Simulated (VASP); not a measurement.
# Ta (Im-3m) in VASP: band structure with PBEsol

Aim: the band structure of Ta with PBEsol.

Everything below comes from runs of VASP 6.6.1. Logs are shortened: lines on timing, memory, paths and dates and some standing lists are left out, and cuts for length are marked.

## Step 1: Starting point

It takes space group Im-3m (No. 229, cubic). Conventional cell: a = 3.283 Å, b = 3.283 Å, c = 3.283 Å, α = 90.00°, β = 90.00°, γ = 90.00°. Around Ta (site symmetry m-3m) lie 8 Ta at 2.84 Å.

## Step 2: Band structure, PBEsol

The input, INCAR:

```
ALGO     = Normal         # electronic algorithm
EDIFF    = 1E-6           # SCF threshold, eV
ENCUT    = 520            # plane-wave cutoff, eV
GGA      = PS             # functional
ICORELEVEL= 1            
ISIF     = 2              # what is computed and relaxed
ISMEAR   = 1              # smearing method
LASPH    = True           # aspherical terms in the spheres
LCHARG   = False          # write CHGCAR
LMAXMIX  = 4              # l up to which the mixer works
LREAL    = False          # projectors in reciprocal space
LWAVE    = False          # write WAVECAR
NBANDS   = 12             # bands
NELM     = 80             # most SCF steps
PREC     = Accurate       # precision mode
SIGMA    = 0.1            # smearing width, eV
```

The input, KPOINTS:

```
k-points
0
Gamma
  16 16 16
```

The input, POSCAR:

```
Ta                                      
1.0
   -1.6416853682      1.6416853682      1.6416853682
    1.6416853682     -1.6416853682      1.6416853682
    1.6416853682      1.6416853682     -1.6416853682
  Ta            
     1
Direct
     0.0000000000000000    0.0000000000000000    0.0000000000000000
```

The input, KPOINTS_OPT:

```
explicit points
94
Reciprocal
 0.0000000000  0.0000000000  0.0000000000 1
 0.0357142857 -0.0357142857  0.0357142857 1
 0.0714285714 -0.0714285714  0.0714285714 1
 0.1071428571 -0.1071428571  0.1071428571 1
 0.1428571429 -0.1428571429  0.1428571429 1
 0.1785714286 -0.1785714286  0.1785714286 1
 0.2142857143 -0.2142857143  0.2142857143 1
 0.2500000000 -0.2500000000  0.2500000000 1
 0.2857142857 -0.2857142857  0.2857142857 1
 0.3214285714 -0.3214285714  0.3214285714 1
 0.3571428571 -0.3571428571  0.3571428571 1
 0.3928571429 -0.3928571429  0.3928571429 1
 0.4285714286 -0.4285714286  0.4285714286 1
 0.4642857143 -0.4642857143  0.4642857143 1
 0.5000000000 -0.5000000000  0.5000000000 1
 0.5000000000 -0.5000000000  0.5000000000 1
 0.4642857143 -0.4642857143  0.5000000000 1
 0.4285714286 -0.4285714286  0.5000000000 1
 0.3928571429 -0.3928571429  0.5000000000 1
 0.3571428571 -0.3571428571  0.5000000000 1
 0.3214285714 -0.3214285714  0.5000000000 1
 0.2857142857 -0.2857142857  0.5000000000 1
 0.2500000000 -0.2500000000  0.5000000000 1
 0.2142857143 -0.2142857143  0.5000000000 1
 0.1785714286 -0.1785714286  0.5000000000 1
 0.1428571429 -0.1428571429  0.5000000000 1
 0.1071428571 -0.1071428571  0.5000000000 1
 0.0714285714 -0.0714285714  0.5000000000 1
 0.0357142857 -0.0357142857  0.5000000000 1
 0.0000000000  0.0000000000  0.5000000000 1
 0.0000000000  0.0000000000  0.5000000000 1
 0.0000000000  0.0000000000  0.4642857143 1
 0.0000000000  0.0000000000  0.4285714286 1
 0.0000000000  0.0000000000  0.3928571429 1
 0.0000000000  0.0000000000  0.3571428571 1
 0.0000000000  0.0000000000  0.3214285714 1
 0.0000000000  0.0000000000  0.2857142857 1
 0.0000000000  0.0000000000  0.2500000000 1
 0.0000000000  0.0000000000  0.2142857143 1
 0.0000000000  0.0000000000  0.1785714286 1
 0.0000000000  0.0000000000  0.1428571429 1
 0.0000000000  0.0000000000  0.1071428571 1
 0.0000000000  0.0000000000  0.0714285714 1
 0.0000000000  0.0000000000  0.0357142857 1
 0.0000000000  0.0000000000  0.0000000000 1
 0.0000000000  0.0000000000  0.0000000000 1
 0.0178571429  0.0178571429  0.0178571429 1
 0.0357142857  0.0357142857  0.0357142857 1
 0.0535714286  0.0535714286  0.0535714286 1
 0.0714285714  0.0714285714  0.0714285714 1
 0.0892857143  0.0892857143  0.0892857143 1
 0.1071428571  0.1071428571  0.1071428571 1
 0.1250000000  0.1250000000  0.1250000000 1
 0.1428571429  0.1428571429  0.1428571429 1
 0.1607142857  0.1607142857  0.1607142857 1
 0.1785714286  0.1785714286  0.1785714286 1
 0.1964285714  0.1964285714  0.1964285714 1
 0.2142857143  0.2142857143  0.2142857143 1
 0.2321428571  0.2321428571  0.2321428571 1
 0.2500000000  0.2500000000  0.2500000000 1
 0.2500000000  0.2500000000  0.2500000000 1
 0.2678571429  0.1964285714  0.2678571429 1
 0.2857142857  0.1428571429  0.2857142857 1
 0.3035714286  0.0892857143  0.3035714286 1
 0.3214285714  0.0357142857  0.3214285714 1
 0.3392857143 -0.0178571429  0.3392857143 1
 0.3571428571 -0.0714285714  0.3571428571 1
 0.3750000000 -0.1250000000  0.3750000000 1
 0.3928571429 -0.1785714286  0.3928571429 1
 0.4107142857 -0.2321428571  0.4107142857 1
 0.4285714286 -0.2857142857  0.4285714286 1
 0.4464285714 -0.3392857143  0.4464285714 1
 0.4642857143 -0.3928571429  0.4642857143 1
 0.4821428571 -0.4464285714  0.4821428571 1
 0.5000000000 -0.5000000000  0.5000000000 1
 0.2500000000  0.2500000000  0.2500000000 1
 0.2321428571  0.2321428571  0.2678571429 1
 0.2142857143  0.2142857143  0.2857142857 1
 0.1964285714  0.1964285714  0.3035714286 1
 0.1785714286  0.1785714286  0.3214285714 1
 0.1607142857  0.1607142857  0.3392857143 1
 0.1428571429  0.1428571429  0.3571428571 1
 0.1250000000  0.1250000000  0.3750000000 1
 0.1071428571  0.1071428571  0.3928571429 1
 0.0892857143  0.0892857143  0.4107142857 1
 0.0714285714  0.0714285714  0.4285714286 1
 0.0535714286  0.0535714286  0.4464285714 1
 0.0357142857  0.0357142857  0.4642857143 1
 0.0178571429  0.0178571429  0.4821428571 1
 0.0000000000  0.0000000000  0.5000000000 1
 0.0000000000  0.0000000000  0.0000000000 1
 0.5000000000 -0.5000000000  0.5000000000 1
 0.2500000000  0.2500000000  0.2500000000 1
 0.0000000000  0.0000000000  0.5000000000 1
```

Potentials or basis: VASP PAW PBE potentials, release 64 (Ta_pv).

On the command line:

```console
cat potpaw_PBE.64/Ta_pv/POTCAR > POTCAR
mpirun -np 1 vasp_std > vasp.out
```

OUTCAR:

```text
EDIFF = 1E-6
   ENCUT = 520
   GGA = PS
   ISIF = 2
   ISMEAR = 1
   LASPH = True
   LREAL = False
   NELM = 80
   PREC = Accurate

 ion  position               nearest neighbor table
   1  0.000  0.000  0.000-

  LATTYP: Found a body centered cubic cell.
 ALAT       =     3.2833707364

  Lattice vectors:

 A1 = (  -1.6416853682,   1.6416853682,   1.6416853682)
 A2 = (   1.6416853682,  -1.6416853682,   1.6416853682)
 A3 = (   1.6416853682,   1.6416853682,  -1.6416853682)

Analysis of symmetry for initial positions (statically):
=====================================================================
 Subroutine PRICEL returns:
 Original cell was already a primitive cell.

 Routine SETGRP: Setting up the symmetry group for a
 body centered cubic supercell.

 Subroutine GETGRP returns: Found 48 space group operations
 (whereof 48 operations were pure point group operations)
 out of a pool of 48 trial point group operations.

The static configuration has the point symmetry O_h .

Analysis of symmetry for dynamics (positions and initial velocities):
=====================================================================
 Subroutine PRICEL returns:
 Original cell was already a primitive cell.

 Routine SETGRP: Setting up the symmetry group for a
 body centered cubic supercell.

 Subroutine GETGRP returns: Found 48 space group operations
 (whereof 48 operations were pure point group operations)
 out of a pool of 48 trial point group operations.

The dynamic configuration has the point symmetry O_h .

 Subroutine INISYM returns: Found 48 space group operations
 (whereof 48 operations are pure point group operations),
 and found     1 'primitive' translations

----------------------------------------------------------------------------------------

                                     Primitive cell

  volume of cell :      17.6982

  direct lattice vectors                    reciprocal lattice vectors
    -1.641685368  1.641685368  1.641685368     0.000000000  0.304565058  0.304565058
     1.641685368 -1.641685368  1.641685368     0.304565058  0.000000000  0.304565058
     1.641685368  1.641685368 -1.641685368     0.304565058  0.304565058  0.000000000

  length of vectors
     2.843482468  2.843482468  2.843482468     0.430720036  0.430720036  0.430720036

  position of ions in fractional coordinates (direct lattice)
     0.000000000  0.000000000  0.000000000

  ion indices of the primitive-cell ions
   primitive index   ion index
                 1           1

----------------------------------------------------------------------------------------

 KPOINTS: k-points

Automatic generation of k-mesh.
 Grid dimensions read from file:
 generate k-points for:   16   16   16

 Generating k-lattice:

  Cartesian coordinates                     Fractional coordinates (reciprocal lattice)
     0.000000000  0.019035316  0.019035316     0.062500000  0.000000000  0.000000000
     0.019035316  0.000000000  0.019035316     0.000000000  0.062500000  0.000000000
     0.019035316  0.019035316  0.000000000     0.000000000  0.000000000  0.062500000

  Length of vectors
     0.026920002  0.026920002  0.026920002

  Shift w.r.t. Gamma in fractional coordinates (k-lattice)
     0.000000000  0.000000000  0.000000000

 Subroutine IBZKPT returns following result:
 ===========================================

 Found    145 irreducible k-points:

 Following reciprocal coordinates:
            Coordinates               Weight
  0.000000  0.000000  0.000000      1.000000
  0.062500  0.000000  0.000000     12.000000
  0.125000  0.000000  0.000000     12.000000
  0.187500  0.000000  0.000000     12.000000
  0.250000  0.000000  0.000000     12.000000
  0.312500  0.000000  0.000000     12.000000
[... 16 lines left out ...]
  0.187500  0.187500  0.000000     24.000000
  0.250000  0.187500 -0.000000     48.000000
 [... further k-points ...]
   k-points           NKPTS =    145   k-points in BZ     NKDIM =    145   number of bands    NBANDS=     12
   number of dos      NEDOS =    301   number of ions     NIONS =      1
   total plane-waves  NPLWV =  13824
   dimension x,y,z NGX =    24 NGY =   24 NGZ =   24
   dimension x,y,z NGXF=    48 NGYF=   48 NGZF=   48
   ions per type =               1
   NGX,Y,Z   is equivalent  to a cutoff of  14.03, 14.03, 14.03 a.u.
   NGXF,Y,Z  is equivalent  to a cutoff of  28.06, 28.06, 28.06 a.u.
 SYSTEM =  unknown system
   PREC   = accura    normal or accurate (medium, high low for compatibility)
   ISTART =      0    job   : 0-new  1-cont  2-samecut
   ICHARG =      2    charge: 1-file 2-atom 10-const
   ISPIN  =      1    spin polarized calculation?
   LNONCOLLINEAR =      F non collinear calculations
   LSORBIT =      F    spin-orbit coupling
   LASPH  =      T    aspherical Exc in radial PAW
   ENCUT  =  520.0 eV  38.22 Ry    6.18 a.u.   5.29  5.29  5.29*2*pi/ulx,y,z
   NELM   =     80;   NELMIN=  2; NELMDL= -5     # of ELM steps
   EDIFF  = 0.1E-05   stopping-criterion for ELM
   LREAL  =      F    real-space projection
   EDIFFG = 0.1E-04   stopping-criterion for IOM
   NSW    =      0    number of steps for IOM
   IBRION =     -1    ionic relax: 0-MD 1-quasi-New 2-CG
   NFREE  =      0    steps in history (QN), initial steepest desc. (CG)
   ISIF   =      2    stress and relaxation
   ISYM   =      2    0-nonsym 1-usesym 2-fastsym
   POTIM  = 0.5000    time-step for ionic-motion
   TEBEG  =    0.0;   TEEND  =   0.0 temperature during run
   PSTRESS=    0.0 pullay stress
   NELECT =      11.0000    total number of electrons
   NUPDOWN=      -1.0000    fix difference up-down
   EMIN   =  10.00;   EMAX   =-10.00  energy-range for DOS
   EFERMI =   0.00;   METHOD = LEGACY
   ISMEAR =     1;   SIGMA  =   0.10  broadening in eV -4-tet -1-fermi 0-gaus
   EFERMI_NEDOS =   21; number of points for ismear=-14 and -15
   IALGO  =     38    algorithm
   IMIX   =      4    mixing-type and parameters
     AMIX     =   0.40;   BMIX     =  1.00
     AMIX_MAG =   1.60;   BMIX_MAG =  1.00
  volume/ion in A,a.u.               =      17.70       119.43
  Fermi-wavevector in a.u.,A,eV,Ry     =   1.397105  2.640146 26.557255  1.951903
  Thomas-Fermi vector in A             =   2.520394
   LORBIT       =      0    0 simple, 1 ext, 2 COOP (PROOUT), +10 PAW based schemes
   GGA     = PS    functional components
   LHFCALC =     F    Hartree Fock is set to
   AEXX    =    0.0000 exact exchange contribution
   IVDW    =     0    specifies the selected vdW correction
   LEPSILON=     F    determine dielectric tensor
   LRPA    =     F    only Hartree local field effects (RPA)
 non-spin polarized calculation
 Methfessel and Paxton  Order N= 1 SIGMA  =   0.10
  energy-cutoff  :      520.00
  volume of cell :       17.70
 maximum number of plane-waves:       490
 NGX is ok and might be reduce to    24
   NGX = 11   NGY = 11   NGZ = 11

 number of electron      11.0000002 magnetization

 Free energy of the ion-electron system (eV)
  ---------------------------------------------------
  ext. energy  EPLUGINS =         0.00000000
  ---------------------------------------------------
  free energy    TOTEN  =       -12.54661351 eV

  energy without entropy =      -12.54583304  energy(sigma->0) =      -12.54635335

 the core state eigenenergies are
   1-  1s -67331.4653  2s -11557.2064  2p -10124.3845  3s  -2638.7454  3p  -2212.7878
       3d  -1716.5193  4s   -528.8197  4p   -389.1385  4d   -210.5303  4f    -13.1742
       5s    -61.4044

 E-fermi :   5.4356     XC(G=0): -12.8192

 val. band max:        5.4302339527   @ k =   0.3125   0.1250   0.0625
 cond. band min:       5.4432686386   @ k =  -0.3125   0.4375   0.1250
 fundamental gap:      0.0130346859
 Fermi energy:         5.4355834821

 k-point     1 :       0.0000    0.0000    0.0000
  band No.  band energies     occupation
      1     -27.4973      2.00000
      2     -27.4973      2.00000
      3     -27.4973      2.00000
      4      -2.5334      2.00000
      5       6.1797     -0.00000
      6       6.1797     -0.00000
      7       6.1797     -0.00000
      8       9.5137      0.00000
      9       9.5137      0.00000
     10      20.1784      0.00000
     11      20.5875      0.00000
     12      20.5875      0.00000
[... 331 lines left out ...]
 k-point    24 :       0.2500    0.1875   -0.0000
  band No.  band energies     occupation
      1     -28.4822      2.00000
      2     -27.9050      2.00000
      3     -27.6057      2.00000
      4       1.7300      2.00000
      5       4.1623      2.00000
      6       4.8485      2.00000
      7       8.8514      0.00000
      8      10.3921      0.00000
      9      12.3512      0.00000
     10      18.4864      0.00000
     11      20.1931      0.00000
     12      21.2885      0.00000

 [... further k-points ...]

------------------------ aborting loop because EDIFF is reached ----------------------------------------

  FORCE on cell =-STRESS in cart. coord.  units (eV):
  Direction    XX          YY          ZZ          XY          YZ          ZX
  --------------------------------------------------------------------------------------
  -------------------------------------------------------------------------------------
  Total       -0.0067569     -0.0067569     -0.0067569     -0.0000000     -0.0000000      0.0000000
  in kB       -0.6116865     -0.6116865     -0.6116865     -0.0000000     -0.0000000      0.0000000
  external PRESSURE =      -0.6116865 kB  Pullay stress =       0.0000000 kB

 VOLUME and BASIS-vectors are now :
 -----------------------------------------------------------------------------
  energy-cutoff  :      520.00
  volume of cell :       17.70
      direct lattice vectors                 reciprocal lattice vectors
    -1.641685368  1.641685368  1.641685368     0.000000000  0.304565058  0.304565058
     1.641685368 -1.641685368  1.641685368     0.304565058  0.000000000  0.304565058
     1.641685368  1.641685368 -1.641685368     0.304565058  0.304565058  0.000000000

 POSITION                                       TOTAL-FORCE (eV/Angst)
 -----------------------------------------------------------------------------------
      0.00000      0.00000      0.00000         0.000000      0.000000      0.000000
 -----------------------------------------------------------------------------------
    total drift:                                0.000000      0.000000     -0.000000

  FREE ENERGIE OF THE ION-ELECTRON SYSTEM (eV)
  ---------------------------------------------------
  free  energy   TOTEN  =       -12.5466135085 eV

  energy  without entropy=      -12.5458330379  energy(sigma->0) =      -12.54635335
```

Run time: 22 s. Hardware: 1 thread of Intel Xeon Platinum 8259CL at 2.50GHz (Skylake/Cascade Lake), shared host; peak memory 0.17 GiB.

Results:

```yaml
Free_energy: -12.5466 eV
Pressure: -0.1 GPa
Band_gap_along_the_path: none (metal or under the smearing width)
```

Levels at the corners of the path, in eV from the Fermi level:
| point | band 2 | band 3 | band 4 | band 5 | band 6 | band 7 | band 8 | band 9 |
| --- | --- | --- | --- | --- | --- | --- | --- | --- |
| Γ | -32.93 | -32.93 | -7.97 | 0.74 | 0.74 | 0.74 | 4.08 | 4.08 |
| H | -33.80 | -33.80 | -3.89 | -3.89 | 7.01 | 7.01 | 7.01 | 8.85 |
| H | -33.80 | -33.80 | -3.89 | -3.89 | 7.01 | 7.01 | 7.01 | 8.85 |
| N | -33.34 | -32.94 | -4.44 | -1.58 | 1.72 | 3.97 | 5.02 | 8.00 |
| N | -33.34 | -32.94 | -4.44 | -1.58 | 1.72 | 3.97 | 5.02 | 8.00 |
| Γ | -32.93 | -32.93 | -7.97 | 0.74 | 0.74 | 0.74 | 4.08 | 4.08 |
| Γ | -32.93 | -32.93 | -7.97 | 0.74 | 0.74 | 0.74 | 4.08 | 4.08 |
| P | -33.57 | -33.57 | -1.21 | -1.21 | -1.21 | 5.20 | 5.20 | 7.27 |
| P | -33.57 | -33.57 | -1.21 | -1.21 | -1.21 | 5.20 | 5.20 | 7.27 |
| H | -33.80 | -33.80 | -3.89 | -3.89 | 7.01 | 7.01 | 7.01 | 8.85 |
| P | -33.57 | -33.57 | -1.21 | -1.21 | -1.21 | 5.20 | 5.20 | 7.27 |
| N | -33.34 | -32.94 | -4.44 | -1.58 | 1.72 | 3.97 | 5.02 | 8.00 |

Core levels (eV, on the scale of the bands):
```tsv
atom	levels
1 Ta	1s -67331.5, 2s -11557.2, 2p -10124.4, 3s -2638.7, 3p -2212.8, 3d -1716.5, 4s -528.8, 4p -389.1, 4d -210.5, 4f -13.2, 5s -61.4
```

Caveat: the PAW data sets were made with another functional, which shifts forces and pressure a little; spin-orbit coupling is left out, which moves the levels of the heavy elements.
